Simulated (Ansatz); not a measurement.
NbH2, DFT, LDA, all-electron LAPW, scalar-relativistic (Ansatz 0.2.0), run on 1 thread of Intel(R) Xeon(R) Platinum 8488C (Sapphire Rapids) on a shared host.

The cell comes from COD entry 9009022, which wasn't checked; take it as a given geometry. The listed cell was then made from it by scaling, straining or moving an atom.

Command: `ansatz run input.yaml --threads 1 --pin off --max-ram 4096MiB --backend cpu --events-out ev --progress --plain --runs-dir out`

```yaml
crystal:
  lattice:
    - [0.0, 2.2966097119, 2.2966097119]
    - [2.2966097119, 0.0, 2.2966097119]
    - [2.2966097119, 2.2966097119, 0.0]
  atoms:
    - { symbol: Nb, position: [0.0, 0.0, 0.0] }
    - { symbol: H, position: [0.25, 0.25, 0.25] }
    - { symbol: H, position: [0.75, 0.75, 0.75] }
kpoints:
  mp_grid: { grid: [15, 15, 15] }
  band_path:
    path:
      - [0.0, 0.0, 0.0]
      - [0.5, 0.0, 0.5]
      - [0.625, 0.25, 0.625]
      - [0.375, 0.375, 0.75]
      - [0.0, 0.0, 0.0]
      - [0.5, 0.5, 0.5]
      - [0.5, 0.25, 0.75]
      - [0.5, 0.0, 0.5]
    npoints: 5
scf:
  occupations: { method: fermi_dirac, width: 0.03 }
hamiltonian:
  xc: lda
  pseudopotentials: { kind: all_electron, lapw: { basis_error: 0.001 } }
output:
  forces: true
  stress: true
  eigenvalues: true
```

Question: How large is the problem that the program sets up?

Answer: 120 irreducible k-points, 259 plane waves at Γ, 21 bands.

Question: About how long does it take, and how much memory does it use?

Answer: 13 s of wall time for 9 SCF iterations, with a peak of 0.42 GiB. Times on shared machines scatter by tens of per cent.
